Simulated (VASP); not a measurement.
# Dy (Im-3m) in VASP: a series of runs

Runs on Dy. Level: PBE. Tasks: single point.

All numbers are computed with VASP 6.6.1; they aren't measurements. Logs are shortened: lines on timing, memory, paths and dates and some standing lists are left out, and cuts for length are marked.

### 1 The structure

The structure is cubic, space group Im-3m (No. 229). Conventional cell: a = 4.001 Å, b = 4.001 Å, c = 4.001 Å, α = 90.00°, β = 90.00°, γ = 90.00°. Dy (site symmetry m-3m) has 8 Dy at 3.46 Å as nearest neighbours.

This isn't the form of Dy at room conditions, which is hcp.

### 2 Single point, PBE, collinear spin, ferromagnetic start

INCAR

```
SYSTEM = Dy
  ADDGRID = .False.
  ALGO = Normal
  EDIFF = 1E-4
  ENCUT = 400
  GGA = PE
  ISIF = 2
  ISMEAR = 0
  ISPIN = 2
  LASPH = .True.
  LCHARG = .False.
  LMAXMIX = 6
  LORBIT = 11
  LREAL = Auto
  LWAVE = .False.
  MAGMOM = 5
  NELM = 100
  PREC = Normal
  SIGMA = 0.2
```

KPOINTS

```
k-points
0
Gamma
  12 12 12
  0 0 0
```

POSCAR

```
Dy
1.0
   -2.0003821482      2.0003821482      2.0003821482
    2.0003821482     -2.0003821482      2.0003821482
    2.0003821482      2.0003821482     -2.0003821482
Dy
1
Direct
    0.0000000000      0.0000000000      0.0000000000
```

Potentials or basis: VASP PAW PBE potentials, release 64 (Dy).

Launch:

```bash
$ cat potpaw_PBE.64/Dy/POTCAR > POTCAR
$ mpirun -np 1 vasp_std > vasp.out
```

OUTCAR:

```text
SYSTEM = Dy
   EDIFF = 1E-4
   ENCUT = 400
   GGA = PE
   ISIF = 2
   ISMEAR = 0
   ISPIN = 2
   LASPH = .True.
   LORBIT = 11
   LREAL = Auto
   NELM = 100
   PREC = Normal

 Found     72 irreducible k-points:

 Following reciprocal coordinates:
            Coordinates               Weight
  0.000000  0.000000  0.000000      1.000000
  0.083333  0.000000  0.000000     12.000000
  0.166667  0.000000  0.000000     12.000000
  0.250000  0.000000  0.000000     12.000000
  0.333333  0.000000  0.000000     12.000000
  0.416667  0.000000  0.000000     12.000000
   k-points           NKPTS =     72   k-points in BZ     NKDIM =     72   number of bands    NBANDS=     17
   number of dos      NEDOS =    301   number of ions     NIONS =      1
   total plane-waves  NPLWV =   5832
   dimension x,y,z NGX =    18 NGY =   18 NGZ =   18
   dimension x,y,z NGXF=    36 NGYF=   36 NGZF=   36
   ions per type =               1
   NGX,Y,Z   is equivalent  to a cutoff of   8.64,  8.64,  8.64 a.u.
   NGXF,Y,Z  is equivalent  to a cutoff of  17.27, 17.27, 17.27 a.u.
 SYSTEM =  Dy
   PREC   = normal    normal or accurate (medium, high low for compatibility)
   ISTART =      0    job   : 0-new  1-cont  2-samecut
   ICHARG =      2    charge: 1-file 2-atom 10-const
   ISPIN  =      2    spin polarized calculation?
   LNONCOLLINEAR =      F non collinear calculations
   LSORBIT =      F    spin-orbit coupling
   LASPH  =      T    aspherical Exc in radial PAW
   ENCUT  =  400.0 eV  29.40 Ry    5.42 a.u.   5.65  5.65  5.65*2*pi/ulx,y,z
   NELM   =    100;   NELMIN=  2; NELMDL= -5     # of ELM steps
   EDIFF  = 0.1E-03   stopping-criterion for ELM
   LREAL  =      T    real-space projection
   EDIFFG = 0.1E-02   stopping-criterion for IOM
   NSW    =      0    number of steps for IOM
   IBRION =     -1    ionic relax: 0-MD 1-quasi-New 2-CG
   NFREE  =      0    steps in history (QN), initial steepest desc. (CG)
   ISIF   =      2    stress and relaxation
   ISYM   =      2    0-nonsym 1-usesym 2-fastsym
   POTIM  = 0.5000    time-step for ionic-motion
   TEBEG  =    0.0;   TEEND  =   0.0 temperature during run
   PSTRESS=    0.0 pullay stress
   NELECT =      20.0000    total number of electrons
   NUPDOWN=      -1.0000    fix difference up-down
   EMIN   =  10.00;   EMAX   =-10.00  energy-range for DOS
   EFERMI =   0.00;   METHOD = LEGACY
   ISMEAR =     0;   SIGMA  =   0.20  broadening in eV -4-tet -1-fermi 0-gaus
   EFERMI_NEDOS =   21; number of points for ismear=-14 and -15
   IALGO  =     38    algorithm
   IMIX   =      4    mixing-type and parameters
     AMIX     =   0.40;   BMIX     =  1.00
     AMIX_MAG =   1.60;   BMIX_MAG =  1.00
  volume/ion in A,a.u.               =      32.02       216.07
  Fermi-wavevector in a.u.,A,eV,Ry     =   1.399432  2.644543 26.645792  1.958410
  Thomas-Fermi vector in A             =   2.522492
   LORBIT       =     11    0 simple, 1 ext, 2 COOP (PROOUT), +10 PAW based schemes
   GGA     = PE    functional components
   LHFCALC =     F    Hartree Fock is set to
   AEXX    =    0.0000 exact exchange contribution
   IVDW    =     0    specifies the selected vdW correction
   LEPSILON=     F    determine dielectric tensor
   LRPA    =     F    only Hartree local field effects (RPA)
 spin polarized calculation
 Gauss-broadening in eV      SIGMA  =   0.20
  energy-cutoff  :      400.00
  volume of cell :       32.02
 maximum number of plane-waves:       603
   NGX = 11   NGY = 11   NGZ = 11

 number of electron      19.9999972 magnetization       4.5633949

 Free energy of the ion-electron system (eV)
  ---------------------------------------------------
  ext. energy  EPLUGINS =         0.00000000
  ---------------------------------------------------
  free energy    TOTEN  =        -7.94696574 eV

  energy without entropy =       -7.86179231  energy(sigma->0) =       -7.90437903

 E-fermi :   2.8362     XC(G=0): -10.0703

 val. band max:        2.8298422771   @ k =  -0.4167  -0.4167   0.1667
 cond. band min:       2.8398855056   @ k =  -0.3333   0.5000   0.0833
 fundamental gap:      0.0100432285
 Fermi energy:         2.8362053292

 spin component 1

 k-point     1 :       0.0000    0.0000    0.0000
  band No.  band energies     occupation
      1     -44.2291      1.00000
      2     -19.7597      1.00000
      3     -19.7597      1.00000
      4     -19.7597      1.00000
      5      -2.2903      1.00000
      6      -0.5251      1.00000
      7      -0.5251      1.00000
      8      -0.5251      1.00000
      9      -0.3782      1.00000
     10       0.1057      1.00000
     11       0.1057      1.00000
     12       0.1057      1.00000
     13       4.8765      0.00000
     14       4.8765      0.00000
     15       4.8765      0.00000
     16       6.9592      0.00000
     17       6.9592      0.00000

 k-point     2 :       0.0833    0.0000    0.0000
  band No.  band energies     occupation
      1     -44.2252      1.00000
      2     -19.8076      1.00000
      3     -19.7743      1.00000
      4     -19.7598      1.00000
      5      -2.0890      1.00000
      6      -0.5313      1.00000
      7      -0.5279      1.00000
      8      -0.5272      1.00000
      9      -0.3875      1.00000
     10       0.1089      1.00000
     11       0.1099      1.00000
     12       0.1128      1.00000
     13       4.7286      0.00000
     14       4.8097      0.00000
     15       5.0880      0.00000
     16       6.7401      0.00000
     17       6.9637      0.00000

 k-point     3 :       0.1667    0.0000    0.0000
  band No.  band energies     occupation
      1     -44.2146      1.00000
      2     -19.9368      1.00000
      3     -19.8145      1.00000
      4     -19.7606      1.00000
      5      -1.5229      1.00000
      6      -0.5477      1.00000
      7      -0.5361      1.00000
      8      -0.5343      1.00000
      9      -0.4091      1.00000
     10       0.1179      1.00000
     11       0.1221      1.00000
     12       0.1319      1.00000
     13       4.3600      0.00000
     14       4.4885      0.00000
     15       5.7045      0.00000
     16       6.5111      0.00000
     17       7.0021      0.00000

 k-point     4 :       0.2500    0.0000    0.0000
  band No.  band energies     occupation
      1     -44.2001      1.00000
      2     -20.1076      1.00000
      3     -19.8690      1.00000
      4     -19.7616      1.00000
      5      -0.7167      1.00000
      6      -0.5665      1.00000
      7      -0.5481      1.00000
      8      -0.5462      1.00000
      9      -0.4303      1.00000
     10       0.1322      1.00000
     11       0.1454      1.00000
     12       0.1607      1.00000
     13       3.9188      0.00000
     14       3.9656      0.00000
     15       6.6279      0.00000
     16       6.6770      0.00000
     17       7.1220      0.00000

 k-point     5 :       0.3333    0.0000    0.0000
  band No.  band energies     occupation
      1     -44.1855      1.00000
      2     -20.2718      1.00000
      3     -19.9227      1.00000
      4     -19.7626      1.00000
      5      -0.5897      1.00000
      6      -0.5606      1.00000
      7      -0.5597      1.00000
      8      -0.4440      1.00000
      9       0.0724      1.00000
     10       0.1482      1.00000
     11       0.1933      1.00000
     12       0.2026      1.00000
     13       3.5273      0.00000
     14       3.6479      0.00000
     15       6.8710      0.00000
     16       7.3431      0.00000
     17       7.9178      0.00000

 k-point     6 :       0.4167    0.0000    0.0000
  band No.  band energies     occupation
      1     -44.1748      1.00000
      2     -20.3888      1.00000
      3     -19.9616      1.00000
      4     -19.7636      1.00000
      5      -0.6030      1.00000
      6      -0.5704      1.00000
      7      -0.5703      1.00000
      8      -0.4510      1.00000
      9       0.1609      1.00000
     10       0.2084      1.00000
     11       0.2200      1.00000
     12       0.5823      1.00000
     13       3.2631      0.00127
     14       3.7982      0.00000
     15       6.9534      0.00000
     16       7.6070      0.00000
     17       9.2212      0.00000

 [... further k-points ...]

 spin component 2

 k-point     1 :       0.0000    0.0000    0.0000
  band No.  band energies     occupation
      1     -42.2005      1.00000
      2     -18.2805      1.00000
      3     -18.2804      1.00000
      4     -18.2804      1.00000
      5      -2.1021      1.00000
      6       2.5228      0.98666
      7       2.5228      0.98666
      8       2.5230      0.98660
      9       3.7216      0.00000
     10       3.7216      0.00000
     11       3.7225      0.00000
     12       4.2153      0.00000
     13       5.3352      0.00000
     14       5.3352      0.00000
     15       5.3353      0.00000
     16       7.5626      0.00000
     17       7.5626      0.00000

 k-point     2 :       0.0833    0.0000    0.0000
  band No.  band energies     occupation
      1     -42.1959      1.00000
      2     -18.3368      1.00000
      3     -18.2972      1.00000
      4     -18.2807      1.00000
      5      -1.8933      1.00000
      6       2.5194      0.98747
      7       2.5264      0.98576
      8       2.5293      0.98499
      9       3.7062      0.00000
     10       3.7141      0.00000
     11       3.7150      0.00000
     12       4.1765      0.00000
     13       5.1812      0.00000
     14       5.2713      0.00000
     15       5.5870      0.00000
     16       7.3227      0.00000
     17       7.5673      0.00000

 k-point     3 :       0.1667    0.0000    0.0000
  band No.  band energies     occupation
      1     -42.1834      1.00000
      2     -18.4882      1.00000
      3     -18.3432      1.00000
      4     -18.2816      1.00000
      5      -1.3085      1.00000
      6       2.5093      0.98960
      7       2.5366      0.98294
      8       2.5487      0.97898
      9       3.6694      0.00000
     10       3.6959      0.00000
     11       3.6976      0.00000
     12       4.1172      0.00000
     13       4.7986      0.00000
     14       4.9517      0.00000
     15       6.2657      0.00000
     16       7.0828      0.00000
     17       7.6084      0.00000

 k-point     4 :       0.2500    0.0000    0.0000
  band No.  band energies     occupation
      1     -42.1662      1.00000
      2     -18.6868      1.00000
      3     -18.4054      1.00000
      4     -18.2831      1.00000
      5      -0.4812      1.00000
      6       2.5037      0.99064
      7       2.5530      0.97738
      8       2.5832      0.96321
      9       3.6332      0.00000
     10       3.6707      0.00000
     11       3.6827      0.00000
     12       4.0779      0.00000
     13       4.3389      0.00000
     14       4.4299      0.00000
     15       7.2128      0.00000
     16       7.2827      0.00000
     17       7.7370      0.00000

 k-point     5 :       0.3333    0.0000    0.0000
  band No.  band energies     occupation
      1     -42.1489      1.00000
      2     -18.8767      1.00000
      3     -18.4665      1.00000
      4     -18.2845      1.00000
      5       0.3303      1.00000
      6       2.5394      0.98208
      7       2.5721      0.96908
      8       2.6340      0.92362
      9       3.6088      0.00000
     10       3.6470      0.00000
     11       3.6739      0.00000
     12       3.9203      0.00000
     13       4.0563      0.00000
     14       4.0958      0.00000
     15       7.4684      0.00000
     16       7.9759      0.00000
     17       8.5580      0.00000

 k-point     6 :       0.4167    0.0000    0.0000
  band No.  band energies     occupation
      1     -42.1363      1.00000
      2     -19.0112      1.00000
      3     -18.5107      1.00000
      4     -18.2858      1.00000
      5       0.8051      1.00000
      6       2.5878      0.96051
      7       2.6229      0.93427
      8       2.6928      0.84476
      9       3.5731      0.00000
     10       3.6193      0.00000
     11       3.6302      0.00000
     12       3.6700      0.00000
     13       4.0456      0.00000
     14       4.2098      0.00000
     15       7.5522      0.00000
     16       8.2686      0.00000
     17       9.9007      0.00000

 [... further k-points ...]
[... 5 lines left out ...]
  --------------------------------------------------------------------------------------
  -------------------------------------------------------------------------------------
  Total       -0.2471363     -0.2471363     -0.2471363      0.0000000      0.0000000      0.0000000
  in kB      -12.3665418    -12.3665418    -12.3665418      0.0000000      0.0000000      0.0000000
  external PRESSURE =     -12.3665418 kB  Pullay stress =       0.0000000 kB

 VOLUME and BASIS-vectors are now :
 -----------------------------------------------------------------------------
  energy-cutoff  :      400.00
  volume of cell :       32.02
      direct lattice vectors                 reciprocal lattice vectors
    -2.000382148  2.000382148  2.000382148     0.000000000  0.249952241  0.249952241
     2.000382148 -2.000382148  2.000382148     0.249952241  0.000000000  0.249952241
     2.000382148  2.000382148 -2.000382148     0.249952241  0.249952241  0.000000000

 POSITION                                       TOTAL-FORCE (eV/Angst)
 -----------------------------------------------------------------------------------
      0.00000      0.00000      0.00000        -0.000000      0.000000     -0.000000
 -----------------------------------------------------------------------------------
    total drift:                                0.000000      0.000000      0.000000

  FREE ENERGIE OF THE ION-ELECTRON SYSTEM (eV)
  ---------------------------------------------------
  free  energy   TOTEN  =        -7.9469657440 eV

  energy  without entropy=       -7.8617923145  energy(sigma->0) =       -7.90437903

 total charge

# of ion       s       p       d       f       tot
--------------------------------------------------
    1        2.163   5.808   0.480   9.338  17.789

 magnetization (x)

# of ion       s       p       d       f       tot
--------------------------------------------------
    1        0.007  -0.058   0.030   4.500   4.479
```

Run time: 65 s. Hardware: 1 thread of Intel Xeon Platinum 8488C (Sapphire Rapids), shared host; peak memory 0.16 GiB.

The run converged, but some of its settings lie outside the range that counts as converged, so its numbers aren't taken as properties of the crystal.

What came out:

```yaml
Free_energy: -7.9470 eV
Pressure: -1.2 GPa
Band_gap_on_the_k_mesh: none (metal or under the smearing width)
Net_moment: 4.56 μB per cell
Site_moments: Dy +4.48 μB
Valence_electrons_inside_the_program's_atomic_spheres: Dy 17.79
```

Caveat: the cutoff is under 1.25 times the usual one of these potentials, so pressure, stress and relaxed cells hold a basis-set (Pulay) error; the magnetic or orbital state may not be the lowest; spin-orbit coupling is left out, which moves the levels of the heavy elements.

### 3 Single point, PBE, collinear spin, ferromagnetic start

INCAR

```
SYSTEM = Dy
  ADDGRID = .False.
  ALGO = Normal
  EDIFF = 1E-6
  ENCUT = 600
  GGA = PE
  ISIF = 2
  ISMEAR = 0
  ISPIN = 2
  LASPH = .True.
  LCHARG = .False.
  LMAXMIX = 6
  LORBIT = 11
  LREAL = .False.
  LWAVE = .False.
  MAGMOM = 5
  NELM = 100
  PREC = Accurate
  SIGMA = 0.2
```

KPOINTS

```
k-points
0
Gamma
  10 10 10
  0 0 0
```

POSCAR is that of step 2.

Potentials or basis: VASP PAW PBE potentials, release 64 (Dy).

Launch:

```bash
$ cat potpaw_PBE.64/Dy/POTCAR > POTCAR
$ mpirun -np 1 vasp_std > vasp.out
```

Wall time 80 s (1 thread of Intel Xeon Platinum 8488C (Sapphire Rapids), shared host); peak memory 0.22 GiB.

The run converged, but some of its settings lie outside the range that counts as converged, so its numbers aren't taken as properties of the crystal.

What came out:

```yaml
Free_energy: -7.9657 eV
Pressure: 2.0 GPa
Band_gap_on_the_k_mesh: none (metal or under the smearing width)
Net_moment: 4.57 μB per cell
Site_moments: Dy +4.49 μB
Valence_electrons_inside_the_program's_atomic_spheres: Dy 17.79
```

Caveat: the magnetic or orbital state may not be the lowest; spin-orbit coupling is left out, which moves the levels of the heavy elements.

### 4 Single point, PBE, collinear spin, ferromagnetic start

INCAR, as its differences from that of step 3:

```diff
@@ -4,3 +4,3 @@
   EDIFF = 1E-6
-  ENCUT = 600
+  ENCUT = 350
   GGA = PE
```

KPOINTS

```
k-points
0
Gamma
  14 14 14
  0 0 0
```

POSCAR is that of step 3.

Launch:

```bash
$ cat potpaw_PBE.64/Dy/POTCAR > POTCAR
$ mpirun -np 1 vasp_std > vasp.out
```

Wall time 92 s (1 thread of Intel Xeon Platinum 8488C (Sapphire Rapids), shared host); peak memory 0.19 GiB.

The run converged, but some of its settings lie outside the range that counts as converged, so its numbers aren't taken as properties of the crystal.

Results:

```yaml
Free_energy: -7.9311 eV
Band_gap_on_the_k_mesh: none (metal or under the smearing width)
Net_moment: 4.56 μB per cell
Site_moments: Dy +4.49 μB
Valence_electrons_inside_the_program's_atomic_spheres: Dy 17.77
```

Caveat: the cutoff is under 1.25 times the usual one of these potentials, so pressure, stress and relaxed cells hold a basis-set (Pulay) error; the magnetic or orbital state may not be the lowest; spin-orbit coupling is left out, which moves the levels of the heavy elements.

### 5 Single point, PBE, collinear spin, ferromagnetic start

INCAR, as its differences from that of step 4:

```diff
@@ -4,3 +4,3 @@
   EDIFF = 1E-6
-  ENCUT = 350
+  ENCUT = 500
   GGA = PE
```

KPOINTS

```
k-points
0
Gamma
  12 12 12
  0 0 0
```

POSCAR is that of step 4.

Launch:

```bash
$ cat potpaw_PBE.64/Dy/POTCAR > POTCAR
$ mpirun -np 1 vasp_std > vasp.out
```

It took 2 min on 1 thread of Intel Xeon Platinum 8488C (Sapphire Rapids), shared host; peak memory 0.22 GiB.

These settings aren't checked as converged: the numbers below hold their error.

What came out:

```
Free energy                                           : -7.9642 eV
Pressure                                              : 1.9 GPa
Band gap on the k mesh                                : none (metal or under the smearing width)
Net moment                                            : 4.57 μB per cell
Site moments                                          : Dy +4.49 μB
Valence electrons inside the program's atomic spheres : Dy 17.79
```

Caveat: the magnetic or orbital state may not be the lowest; spin-orbit coupling is left out, which moves the levels of the heavy elements.
